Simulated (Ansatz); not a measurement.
# Sb: band structure with PBEsol

Crystal: Sb.

```
Sb
1.0
     4.52770    0.00000    0.00000
     0.00000    4.42110    0.00000
    -1.32052    0.00000    6.36435
Sb
4
Direct
  0.33993 0.25000 0.68367
  0.93664 0.75000 0.76276
  0.06336 0.25000 0.23724
  0.66007 0.75000 0.31633
```

This isn't the form of Sb at room conditions, which is rhombohedral.

* Program: Ansatz 0.2.0
* Task: band structure
* Functional: PBEsol
* Potentials or basis: Ansatz PAW
* Cutoff: 420 eV (not typed: the program's choice for these potentials)
* k mesh: 6 × 6 × 4
* Occupations: fermi-dirac, width 0.05 eV
* Spin: spin-orbit coupling, no magnetisation
* Path: [["G", "Y", "H", "C", "E", "M1", "A", "X", "H1"], ["M", "D", "Z"], ["Y", "D"]]
* Points for each segment of the path: 14

The pressure is -2.3 GPa, the largest force is 0.126 eV/Å and the band gap on the k mesh is none (metal or under the smearing width).

Forces in eV/Å, atoms in the order of the input:
```
Sb  -0.060  0.000  0.079
Sb   0.117  0.000 -0.046
Sb  -0.117  0.000  0.046
Sb   0.060  0.000 -0.079
```

Stress tensor (GPa, compression positive):
```
-2.34  0.00  0.42
 0.00 -2.75  0.00
 0.42  0.00 -1.81
```

Levels at the corners of the path, in eV from the Fermi level:
```tsv
point	band 57	band 58	band 59	band 60	band 61	band 62	band 63	band 64
Γ	-1.33	-1.33	-0.07	-0.07	1.95	1.95	2.61	2.61
Y	-1.66	-1.66	-1.48	-1.48	0.64	0.64	1.85	1.85
H	-1.00	-1.00	-0.68	-0.68	-0.23	-0.23	0.28	0.28
C	-0.91	-0.91	-0.68	-0.68	-0.31	-0.31	0.80	0.80
E	-1.25	-1.25	-1.25	-1.25	1.92	1.92	1.92	1.92
M1	-1.50	-1.50	-1.45	-1.45	1.80	1.80	1.91	1.91
A	-2.26	-2.26	-2.26	-2.26	0.82	0.82	0.82	0.82
X	-0.82	-0.82	-0.67	-0.67	0.22	0.22	1.00	1.00
H1	-1.00	-1.00	-0.68	-0.68	-0.23	-0.23	0.28	0.28
M	-1.50	-1.50	-1.45	-1.45	1.80	1.80	1.91	1.91
D	-0.81	-0.81	-0.81	-0.81	0.12	0.12	0.12	0.12
Z	-1.09	-1.09	-1.09	-1.09	0.42	0.42	0.42	0.42
Y	-1.66	-1.66	-1.48	-1.48	0.64	0.64	1.85	1.85
D	-0.81	-0.81	-0.81	-0.81	0.12	0.12	0.12	0.12
```

It took 3.4 min on 2 threads of Arm Neoverse V1, with other jobs on the host, peak memory 1.7 GiB.

Caveat: the PAW data sets come from PBE, with cores solved anew for the run's functional, which leaves a small shift of forces and pressure.
